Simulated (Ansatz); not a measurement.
Crystal: CoO.

```xyz
2
Lattice="2.8563 0.0000 0.0000 -1.4281 2.4736 0.0000 0.0000 0.0000 2.7876" Properties=species:S:1:pos:R:3 pbc="T T T"
Co    0.0000    0.0000    0.0000
O     1.4281    0.8245    1.3938
```

Measurements of this composition are mostly on another form, of space group No. 225.

Below is the output of Ansatz 0.2.0 for this cell. Logs are shortened: lines on timing, memory, paths and dates and some standing lists are left out, and cuts for length are marked.

```text
Warning: RAYON_NUM_THREADS=2 ignored (pool sized by the plan → 2); use --threads N
Co: projections on atomic orbitals take those of the free atom [Ne] 3s2 3p6 3d7 4s2, of charge +0.00 (hamiltonian.pseudopotentials.projection_atoms); the dataset's partial waves leave at most 1.4e-6 of an orbital's norm unspanned inside its sphere
O: projections on atomic orbitals take those of the free atom [He] 2s2 2p4, of charge +0.00 (hamiltonian.pseudopotentials.projection_atoms); the dataset's partial waves leave at most 1.9e-8 of an orbital's norm unspanned inside its sphere
Engine: ansatz 0.2.0, aarch64-unknown-linux-gnu
Pseudopotentials: kind: paw
Pseudopotential: Co, paw, valence charge 17, recommended cutoff 420 eV (normal), Co.paw.azcp
Pseudopotential: O, paw, valence charge 6, recommended cutoff 420 eV (normal), O.paw.azcp
Functional definition: SPW92
  exchange = slater_x
  correlation = pw_c
Crystal: 2 atoms, lattice volume = 19.696 Å³
Basis set: ecut = 420 eV, 405 PW (Γ)
Bands: 17, of which v1, the nominal top of the filled ones, is band 12 counted from 1 (11 counted from 0)
Symmetry: 12 space group operations
Space group: P-6m2 (ITA 187), of the structure as read, at distance tolerance 2.7e-5 Å
Magnetic group: BNS 187.209 (UNI 1439), of the structure as read, at distance tolerance 2.7e-5 Å
k-points: 40 of 448 (time reversal used)
Non-local potential: Co, projectors of the file, l = 0: 3, l = 1: 2, l = 2: 3, l = 3: 1
Non-local potential: O, projectors of the file, l = 0: 2, l = 1: 2, l = 2: 1
PAW form: soft (Blöchl's): semilocal exchange-correlation on the pseudo side does not see the compensation charge
PAW frozen core: Co, regenerated for the run's functional, and the local potential with it (the file was generated under x = pbe(κ = 0.804, μ = 0.2195149727645171), c = pbe(β = 0.06672455060314922))
PAW frozen core: O, regenerated for the run's functional, and the local potential with it (the file was generated under x = pbe(κ = 0.804, μ = 0.2195149727645171), c = pbe(β = 0.06672455060314922))
PAW one-centre angular grid: Co, 590 points (default); XC on 64 Gauss nodes
PAW one-centre angular grid: O, 110 points (default); XC on 64 Gauss nodes
Initial density: superposition of atomic densities (chi_scale 0.1, normalization cell, long waves kept (reshape's long-wave potential 0.00 eV rms))
Starting moments: Σ|m| = 1.95 μB on 1 of 2 sites
[... 67 lines left out ...]
an SCF along what the orbitals of the run's state read of its open shells (or to have them read: on a GPU, or by another smearing), with 10 of the crystal's symmetry operations given up (136 k-points in place of 40), reached no lower state that the run goes on to. This is no proof of a minimum
SCF converged after 2 iterations
Stability not told: the lowest value that the SCF's own minimisation read on its close, 1.2e-1 (residual 4.1e-4), is positive but too near zero to vouch for directions that it does not look along: no lower mode is shown, and none is ruled out
Magnetization: -3.0000 μB (10.0000 up, 13.0000 down)
Absolute magnetization: 3.0032 μB (∫|ρ↑−ρ↓|, with the PAW one-centre terms)
Spin contamination: 0.0038 ħ² per cell (⟨S²⟩ above its minimum at these occupations)
Per-site moments (μB) at R_I (Å): [(-2.6345000350616514, 0.890672355643201), (-0.18657424177401594, 0.890672355643201)]
Free energy (F): -5614.236020 eV
Harris-Foulkes:  -5614.236020 eV  (|F-HF|=3.88e-10)
Internal energy: -5614.236020 eV  (E = F + TS)
E sigma→0 (E₀):  -5614.236020 eV
Fermi energy:    13.025975 eV
--- Per-component energies (eV) ---
  E_band       = -346.453830
  E_kinetic    = 614.876468
  E_local      = -3480.312116  (includes V_loc(G=0)·N_el)
  E_nonlocal   = 518.792647
  E_hartree    = 1420.453650
  E_xc         = -225.600336
  E_vxc        = -291.944800  (∫ρ·V_xc dr)
  E_hubbard    = 0.980552  (on-site DFT+U / exact-exchange correction)
  E_vhub       = -23.317211  (the Hubbard potential's part of the band-sum identity)
  E_paw        = -1600.618406  (= ΣΔE_a)
  E_vpaw       = -525.459121  (= ΣTr[D̂ρ^β])
  E_aug_tail   = 0.002401  (compensation charges beyond the density's cutoff)
  E_ewald      = -2863.326052
  E_core_change = 0.515172  (= ΣΔE_core)
  E_smearing   = -0.000000  (= −TS)
  E_closure    = 0.000000  (closes the sum)
  Σ components = -5614.236020   (vs F -5614.236020, Δ=0.00e0)
--- Forces (eV/Å), atoms counted from 1 ---
  atom   1  Co    -0.24972598    -0.14417936     0.00000000
  atom   2  O      0.24973424     0.14418413     0.00000000
  max |Σ_I F_I| component: 8.26e-6 eV/Å
--- Stress (GPa, compression-positive) ---
       -0.570574      -1.444482       0.000000
       -1.444482       1.097369       0.000000
        0.000000       0.000000     -20.249164
  P = ⅓ Tr σ = -6.5741 GPa (-65.741 kbar)
--- Band table (eV; the first three rows and the last of 168) ---
  k-point 0 ↑: bands = ["-80.6098", "-44.3990", "-44.3515", "-44.2118", "-5.8354", "7.1227", "7.3563", "10.4702", "10.7277", "12.5739", "14.1384", "15.7595", "15.7753", "16.1071", "27.7181", "29.4061", "29.4568"]
  k-point 1 ↑: bands = ["-80.6091", "-44.3981", "-44.3507", "-44.2229", "-5.6567", "6.8637", "7.4800", "9.8109", "10.8083", "12.3056", "15.2172", "15.4578", "15.8535", "16.2614", "26.7315", "29.8899", "29.9328"]
  k-point 2 ↑: bands = ["-80.6080", "-44.3961", "-44.3486", "-44.2472", "-5.2155", "5.8260", "7.7960", "9.5786", "10.9902", "11.7222", "15.1406", "15.9651", "16.2346", "17.0855", "24.2612", "31.2985", "31.3264"]
  k-point 83 ↓: bands = ["-83.7273", "-47.5222", "-47.3811", "-47.2817", "-4.6955", "3.9983", "4.9480", "5.3836", "7.2342", "7.3541", "8.3802", "9.2622", "12.1476", "17.5088", "22.8761", "24.7402", "26.6020"]
Occupation matrices written to <dir>
```

Q: What input gives this log?

A: Single point with LDA+U, collinear spin, random start. The files as run (others can give the same):

input.yaml
```yaml
crystal:
  lattice:
    - [2.85629923, 0.0, 0.0]
    - [-1.42814961, 2.47362769, 0.0]
    - [0.0, 0.0, 2.78760653]
  atoms:
    - { symbol: Co, position: [0.0, 0.0, 0.0], spin: -1.95 }
    - { symbol: O, position: [0.6666666667, 0.3333333333, 0.5] }
hamiltonian:
  xc: lda
  pseudopotentials: { kind: paw }
  hubbard: { sites: [{ species: Co, l: d, u_eff: 7.0 }] }
magnetization:
  spin_polarized: true
kpoints:
  mp_grid: { grid: [8, 8, 7] }
scf:
  occupations: { method: gaussian, width: 0.05 }
output:
  forces: true
  stress: true
  eigenvalues: true
```

Potentials or basis: Ansatz PAW.
Command:
```bash
$ ansatz run input.yaml --threads 2 --pin off --max-ram 5632MiB --backend cpu --events-out ev --progress --plain --runs-dir out
```

Caveat: the magnetic or orbital state may not be the lowest; odd divisions of the mesh miss points on the zone boundary, where band edges often lie, so the gap on the mesh can be too wide; the pressure holds a Pulay correction of +0.9 GPa for the finite cutoff; a cell with one magnetic atom can't hold antiferromagnetic order, which such compounds often take; the PAW data sets come from PBE, with cores solved anew for the run's functional, which leaves a small shift of forces and pressure.
